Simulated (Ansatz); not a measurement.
# SnO2: the cost of one run

Method: DFT r2SCAN, scalar-relativistic, plane waves, PAW, in Ansatz 0.2.0.

2 further runs of the same task are left out: 2 set aside as unsound or not needed. Runs told in other sessions of the task aren't counted.

## 1. The system as given

It takes space group P4_2/mnm (No. 136, tetragonal). Conventional cell: a = 4.760 Å, b = 4.760 Å, c = 3.201 Å, α = 90.00°, β = 90.00°, γ = 90.00°. Sn (site symmetry mmm) is surrounded by 6 O at 2.06 to 2.07 Å. O (site symmetry m2m) is surrounded by 3 Sn at 2.06 to 2.07 Å.

Structure file:

```
Sn O
1.0
     4.75982    0.00000    0.00000
     0.00000    4.76006    0.00000
     0.00000    0.00000    3.20071
Sn O
2 4
Cartesian
  2.3799 2.3800 1.6004
  0.0000 0.0000 0.0000
  1.4558 1.4564 0.0000
  3.8358 0.9237 1.6004
  0.9241 3.8364 1.6004
  3.3040 3.3037 0.0000
```

It goes back to an entry of the Materials Project, which need not be the stable form.

It is the result of an earlier relaxation at this level (volume 12.09 Å³/atom; gap on the mesh: 1.77 eV).

## 2. Zero of energy

Reference values: F = -14352.4280 eV; pressure 0.00 GPa; largest force 0.000 eV/Å; gap on the mesh 1.77 eV. It was computed beforehand with the settings of the runs below.

## 3. Normal modes

Contents of input.yaml:

```yaml
crystal:
  lattice:
    - [4.7598181121, 0.0, 0.0]
    - [0.0, 4.7600576133, 0.0]
    - [0.0, 0.0, 3.2007107582]
  atoms:
    - { symbol: Sn, position: [0.5, 0.5, 0.5] }
    - { symbol: Sn, position: [0.0, 0.0, 0.0] }
    - { symbol: O, position: [0.3058623571, 0.3059582263, 0.0] }
    - { symbol: O, position: [0.8058623571, 0.1940417737, 0.5] }
    - { symbol: O, position: [0.1941376429, 0.8059582263, 0.5] }
    - { symbol: O, position: [0.6941376429, 0.6940417737, 0.0] }
basis:
  ecutwfc: 500
kpoints:
  mp_grid: { grid: [6, 6, 8] }
hamiltonian:
  xc: r2scan
scf:
  occupations: { method: gaussian, width: 0.05 }
output:
  eigenvalues: true
phonons:
  method: fd
  supercell: [1, 1, 1]
  amplitude: 0.02
  eigenvectors: true
  dielectric: false
```

On the command line:

```sh
$ ansatz run input.yaml --threads 2 --pin off --max-ram 5120MiB --backend cpu --events-out ev --progress --plain --runs-dir out
```

What time and memory should one allow on 2 threads of Intel Xeon at 2.50GHz (Skylake/Cascade Lake), shared host?

About 5.9 min, with a peak of 1 GiB.
